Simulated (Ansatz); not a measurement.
Hf, DFT, PBE, PAW with Ansatz's default frozen-core files, scalar-relativistic (Ansatz 0.2.0), run on 1 thread of Intel(R) Xeon(R) 6975P-C (Granite Rapids) on a shared host.

The geometry is COD entry 1522789, unchecked; take it as a test cell.

Command: `ansatz run input.yaml --threads 1 --pin off --max-ram 3072MiB --backend cpu --events-out ev --progress --plain --runs-dir out`

```yaml
crystal:
  lattice:
    - [-1.805, 1.805, 1.805]
    - [1.805, -1.805, 1.805]
    - [1.805, 1.805, -1.805]
  atoms:
    - { symbol: Hf, position: [0.0, 0.0, 0.0] }
kpoints:
  mp_grid: { grid: [14, 14, 14] }
  band_path:
    path:
      - [0.0, 0.0, 0.0]
      - [0.5, -0.5, 0.5]
      - [0.0, 0.0, 0.5]
      - [0.0, 0.0, 0.0]
      - [0.25, 0.25, 0.25]
      - [0.5, -0.5, 0.5]
      - [0.25, 0.25, 0.25]
      - [0.0, 0.0, 0.5]
    npoints: 14
scf:
  occupations: { method: fermi_dirac, width: 0.05 }
hamiltonian:
  xc: pbe
  pseudopotentials: { kind: paw }
output:
  forces: true
  stress: true
  eigenvalues: true
  efg: { contact_densities: true }
  populations: true
  bader: true
  dos: { projected: true, de: 0.2, e_range: [-14, 8] }
  write_density: true
  write_potential: true
  elf: true
  volumetric_format: npy
```

Question: How large is the problem that the program sets up?

Answer: 104 irreducible k-points, 459 plane waves at Γ, 17 bands.

Question: Estimate the wall time and the peak memory.

Answer: 6.2 s of wall time for 6 SCF iterations, with a peak of 0.44 GiB. Times on shared machines scatter by tens of per cent.

Question: And the same cell and mesh by full-potential LAPW, asked for forces, stress, eigenvalues, fatbands, populations, dos and the same band path, on the same hardware?

Answer: 9.8 s, peak memory 0.36 GiB.

Question: And the same cell and mesh by all-electron PAW (datasets made for this crystal), asked for forces, stress, eigenvalues, efg and the same band path, on the same hardware?

Answer: 7.6 s, peak memory 0.48 GiB.
